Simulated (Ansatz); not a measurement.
**Ca (P6_3/mmc)**

All numbers below come from Ansatz, DFT PBEsol, scalar-relativistic, plane waves, PAW.

Plane waves to 420 eV, a k mesh through Γ of 12×12×8 on the computed 2-atom cell and Gaussian smearing (0.10 eV); no spin polarisation.

The structure is relaxed at this level of theory with its symmetry kept. This form isn't the element's structure at ambient conditions.

```cif
data_structure
_symmetry_space_group_name_H-M 'P6_3/mmc'
_symmetry_Int_Tables_number 194
_cell_length_a 3.8537
_cell_length_b 3.8537
_cell_length_c 6.3402
_cell_angle_alpha 90.000
_cell_angle_beta 90.000
_cell_angle_gamma 120.000
_cell_volume 81.54
loop_
_atom_site_label
_atom_site_type_symbol
_atom_site_symmetry_multiplicity
_atom_site_Wyckoff_symbol
_atom_site_fract_x
_atom_site_fract_y
_atom_site_fract_z
_atom_site_occupancy
Ca1 Ca 2 c 0.33333 0.66667 0.25000 1
```

| Quantity | Value |
| --- | --- |
| Space group | P6_3/mmc (No. 194) |
| Volume per atom | 40.77 Å³ |
| Formation energy from the elements' standard states (uncorrected) | +0.004 eV/atom |
| Kohn–Sham band gap | none (metal) |
| Density of states at the Fermi level | 1.58 states/eV per cell |
| Bulk modulus | 18.2 GPa |
| Its pressure derivative | 3.3 |
| Bader charges (e) | Ca (2 in the cell) 0.00 |